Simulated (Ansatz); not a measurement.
Runs of Ansatz 0.2.0 on MoS2. It takes space group P-3m1 (No. 164, trigonal). The conventional cell has a = 3.564 Å, b = 3.564 Å, c = 5.749 Å, α = 90.00°, β = 90.00°, γ = 120.00°. Mo (site symmetry -3m) is surrounded by 6 S at 2.52 Å. S (site symmetry 3m) has 3 Mo at 2.52 Å as nearest neighbours. Measurements of this composition are mostly on another form, of space group No. 194.

```csv
task,level,potentials or basis,k mesh,cutoff (eV),smearing,phonons,basis error allowed,mesh quality,gap on the mesh (eV),pressure (GPa),largest force (eV/Å)
phonons,PBE,"all-electron LAPW, scalar-relativistic",9 × 9 × 5,234,fermi-dirac 0.05 eV,-,0.002 eV/atom,not flagged,none,-,0.65
single point,PBE,"all-electron LAPW, scalar-relativistic",5 × 5 × 3,219,fermi-dirac 0.04 eV,-,0.002 eV/atom,coarse,none,(a),0.70
elastic constants,PBE,"all-electron LAPW, scalar-relativistic",7 × 7 × 4,234,fermi-dirac 0.05 eV,-,0.002 eV/atom,coarse,none,-8.2,-
phonons,PBEsol,all-electron PAW datasets made for the crystal,9 × 9 × 5,340,fermi-dirac 0.05 eV,method dfpt,-,not flagged,none,-,-
```

Alike in all rows: no spin polarisation; cell as given.

Task: Fill in the values left out.

Result: (a) -11.8.

Caveats: some runs use coarse meshes; this functional lacks dispersion, which binds the layers, so the pressure and a relaxed spacing across them are unreliable; a metal's response needs a denser mesh (some runs); some modes are imaginary (some runs); the k mesh is thin for a metal, which can move the energy by tens of meV per atom (some runs); the cell is more than 3 GPa from zero pressure, which shifts response properties (some runs); elastic constants of metals need much finer meshes, so these are rough (some runs); the program warned that the printed levels may be off, so bands, gaps and densities of states are rough (some runs).

A k mesh can miss the band edges, and the runs leave out spin-orbit coupling on Mo.

A gap of «none» marks a metal or a gap under the smearing width.

The runs don't all hold the same shells in valence.
